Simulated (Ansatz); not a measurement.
# SnTe: equilibrium volume by level of theory

Symmetry: Fm-3m, No. 225, cubic system. Conventional cell: a = 6.302 Å, b = 6.302 Å, c = 6.302 Å, α = 90.00°, β = 90.00°, γ = 90.00°. Around Te (site symmetry m-3m) lie 6 Sn at 3.15 Å. Sn (site symmetry m-3m) has 6 Te at 3.15 Å as nearest neighbours.

```tsv
rung	level	program and potentials	cutoff (eV)	k mesh	smearing	task	spin	core time	chip	equilibrium volume (Å³/atom)	miss	notes
GGA + dispersion	BLYP+D3(BJ)	Ansatz, Ansatz PAW	420	7 × 7 × 7	fermi-dirac 0.05	relaxation of cell and atoms	off	4.5 s	Arm Neoverse V2	31.97	+1.7 %	potentials made for PBE, which Ansatz adapts in part
GGA + dispersion	revPBE+D4	Ansatz, Ansatz PAW	420	7 × 7 × 7	fermi-dirac 0.05	relaxation of cell and atoms	off	5 s	Arm Neoverse V2	31.09	-1.1 %	potentials made for PBE, which Ansatz adapts in part
GGA	rPW86-PBE	Ansatz, Ansatz PAW	420	7 × 7 × 7	fermi-dirac 0.05	relaxation of cell and atoms	off	7.2 s	Arm Neoverse V2	(a)	?	potentials made for PBE, which Ansatz adapts in part
GGA	BLYP	Ansatz, Ansatz PAW	420	7 × 7 × 7	fermi-dirac 0.05	relaxation of cell and atoms	off	8 s	Intel Xeon Platinum 8488C Sapphire Rapids	(b)	?	potentials made for PBE, which Ansatz adapts in part
GGA	PBE	Ansatz, Ansatz PAW	420	7 × 7 × 7	fermi-dirac 0.05	relaxation of cell and atoms	off	8.6 s	Arm Neoverse V1	32.87	+4.5 %	-
GGA	PBE	Ansatz, Ansatz PAW, small cores where the set has them	420	7 × 7 × 7	fermi-dirac 0.05	equation of state	off	9.7 s	Arm Neoverse V2	32.87	+4.5 %	-
LDA	SVWN5	Ansatz, Ansatz PAW	420	7 × 7 × 7	fermi-dirac 0.05	equation of state	off	12 s	Arm Neoverse V2	30.22	-3.9 %	potentials made for PBE, which Ansatz adapts in part
non-local van der Waals functional	rPW86-PBE+rVV10	Ansatz, Ansatz PAW	420	7 × 7 × 7	fermi-dirac 0.05	relaxation of cell and atoms	off	23 s	Arm Neoverse N1	33.75	+7.3 %	potentials made for PBE, which Ansatz adapts in part
GGA	PBE	Ansatz, Ansatz PAW	420	7 × 7 × 7	fermi-dirac 0.05	equation of state	SOC, no magnetisation	54 s	Intel Xeon Platinum 8488C Sapphire Rapids	(c)	?	-
hybrid	HSE06	Ansatz, Ansatz PAW	420	4 × 4 × 4	fermi-dirac 0.05	relaxation of cell and atoms	off	66 s	Intel Xeon Platinum 8488C Sapphire Rapids	32.15	+2.2 %	coarse mesh; potentials made for PBE, which Ansatz adapts in part
GGA	PBEsol	Ansatz, Ansatz PAW	420	7 × 7 × 7	fermi-dirac 0.05	equation of state	SOC, no magnetisation	1.9 min	Arm Neoverse N1	31.02	-1.4 %	potentials made for PBE, which Ansatz adapts in part
```

Times are single runs on shared hosts and different chips, so they are rough; meshes, cutoffs and the tasks' sizes weigh on the time. Smearing widths are in eV. Meshes differ between rows, which moves values too. Meshes are those of the run's cell of 2 atoms unless a note names another. Relaxations start from the cell shown or near it and stop with a little pressure left. The cell shown, of 31.28 Å³ an atom, is the runs' start and not the measured value. Misses use the values as printed. Runs on faulty files, with rough fits or with known faults for this quantity aren't shown.

Measured: 31.45 Å³/atom at 300 K (a printed reference work). The runs are for a static lattice.

Estimate the values left out from the other rows.

(a) 35.31 Å³/atom, miss +12.3 %; (b) 35.88 Å³/atom, miss +14.1 %; (c) 32.88 Å³/atom, miss +4.5 %.
